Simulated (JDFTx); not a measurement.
Input of a JDFTx 1.7.0 (patched build) run:

InAs.in

```
lattice \
    0.0000000000     5.4373165373     5.4373165373 \
    5.4373165373     0.0000000000     5.4373165373 \
    5.4373165373     5.4373165373     0.0000000000
coords-type Lattice
ion In     0.5000000000     0.5000000000     0.5000000000 1
ion As     0.0000000000     0.0000000000     0.0000000000 1

ion-species pseudo/In.upf
ion-species pseudo/As.upf
elec-cutoff 42 336
elec-ex-corr gga-PBEsol
kpoint-folding 8 8 8
elec-smearing Fermi 0.0018374661
elec-n-bands 21
electronic-SCF nIterations 100 energyDiffThreshold 1e-09
electronic-minimize nIterations 30 energyDiffThreshold 1e-7
converge-empty-states yes
forces-output-coords Cartesian

dump-name run.$VAR
dump End Ecomponents EigStats BandEigs Kpoints Forces Stress
```

Potentials or basis: PseudoDojo-SR-PBEsol-0.4.1-standard with smoothed tails.

Command:

```console
$ jdftx -c 1 -i InAs.in -o InAs.out
```

(1) Estimate the pressure.

(2) What does it give for the band gap on the k mesh?

## Answers

(1) -3.2 GPa.

(2) none (metal or under the smearing width).

Caveat: the empty levels aren't tightly converged.
